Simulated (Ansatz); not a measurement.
Polymorphs of LiH

The calculation used DFT PBE, scalar-relativistic, plane waves, PAW (Ansatz 0.2.0). All cells share a 420 eV cutoff and Γ-centred k meshes spaced at most about 0.3 Å⁻¹ (about 0.25 or finer for metals, 2π included). No spin polarisation.

Energies over the elements count from the elements' standard structures at the same level (H₂ as a molecule), with no fitted energy shifts.

Temperature and zero-point effects are left out. Only the structures computed here compete, so a lower one can exist. No dispersion correction is applied, so the spacing and binding between layers, chains or molecules are poorly described (P4/mmm), and this can change margins and order among such cells. Kohn–Sham gaps at this level usually fall short of measured ones. With hydrogen, zero-point motion can shift formation energies by some tens of meV/atom.

Invented guesses and database cells were relaxed alike, and ends that match in structure were merged. ΔE counts from the first row. Coordination counts H atoms around Li (those within 1.25 times the shortest such distance or 1.15 times the sum of covalent radii). The ends were matched against large subsets of the Crystallography Open Database and the Materials Project, so a missing match doesn't prove that a structure is unreported.

```
#                                        reached from                 type and space group  atoms  Å³/atom  coordination  ΔE (meV/atom)  gap on mesh (eV)  in databases                               checks
1                          a cell as deposited in COD           rock salt, Fm-3m (No. 225)      2      8.0          Li 6              0              2.98           COD                                    -
2             close-packed anion layers stacked ABABC                      P-3m1 (No. 164)     10      8.1          Li 6             22              3.46      no match  no imaginary mode on a 3×3×1 q mesh
3  a relaxed cell, shaken at random and relaxed again  nickel arsenide, P6_3/mmc (No. 194)      4      8.2          Li 6             53              4.35      no match  no imaginary mode on a 3×3×2 q mesh
4                                    TiNb type (Cmmm)                        Cmmm (No. 65)      2     10.0          Li 4            160              0.07      no match                                    -
5                                         random cell                     P4/mmm (No. 123)      2     15.8          Li 4            175              0.32      no match                                    -
6                                 ZrH type (P4_2/mmc)                   P4_2/mmc (No. 131)      4     10.3          Li 4            203              0.00      no match                                    -
7                                   AlRu type (Pm-3m)    caesium chloride, Pm-3m (No. 221)      2      7.9          Li 8            234              0.71      no match                                    -
```

The lowest: Space group Fm-3m (No. 225), cubic, a = 4.008 Å. Around Li lie 6 H at 2.00 Å; around H lie 6 Li at 2.00 Å. Its energy over the elements is −0.417 eV/atom. It is a structure that the Crystallography Open Database (COD) lists.

```cif
data_structure
_symmetry_space_group_name_H-M 'Fm-3m'
_symmetry_Int_Tables_number 225
_cell_length_a 4.0080
_cell_length_b 4.0080
_cell_length_c 4.0080
_cell_angle_alpha 90.000
_cell_angle_beta 90.000
_cell_angle_gamma 90.000
_cell_volume 64.38
loop_
_atom_site_label
_atom_site_type_symbol
_atom_site_symmetry_multiplicity
_atom_site_Wyckoff_symbol
_atom_site_fract_x
_atom_site_fract_y
_atom_site_fract_z
_atom_site_occupancy
Li1 Li 4 a 0.00000 0.00000 0.00000 1
H1 H 4 b 0.50000 0.00000 0.00000 1
```

The second: Space group P-3m1 (No. 164), trigonal, a = 2.813 Å, c = 11.842 Å. Li on a site of symmetry 3m is surrounded by 6 H at 1.99–2.04 Å; Li on a site of symmetry -3m has 6 H at 2.03 Å; Li on a second site of symmetry 3m is surrounded by 6 H at 1.99 Å; H on a site of symmetry 3m has 6 Li at 1.99 Å; 2 more sites not described. Counting H atoms around Li, the first and the second both have Li 6. Shaken at random and relaxed again, row 2 came back. Shaken at random and relaxed again, row 7 falls into row 3, 181 meV/atom lower, so it is a saddle point or a shallow minimum. Cells without such a test can be saddle points.

```xyz
10
Lattice="2.8125 0.0000 0.0000 -1.4063 2.4357 0.0000 0.0000 0.0000 11.8418" Properties=species:S:1:pos:R:3 pbc="T T T"
Li    0.0000    0.0000    9.3903
Li    0.0000    0.0000    0.0000
Li    0.0000    0.0000    2.4515
Li    0.0000    1.6238    4.7640
Li    1.4063    0.8119    7.0778
H     0.0000    1.6238    8.2350
H     1.4063    0.8119   10.6171
H     0.0000    1.6238    1.2247
H     1.4063    0.8119    3.6068
H     0.0000    0.0000    5.9209
```

Some candidate types were left out of the draw beforehand, so a known form may be missing.
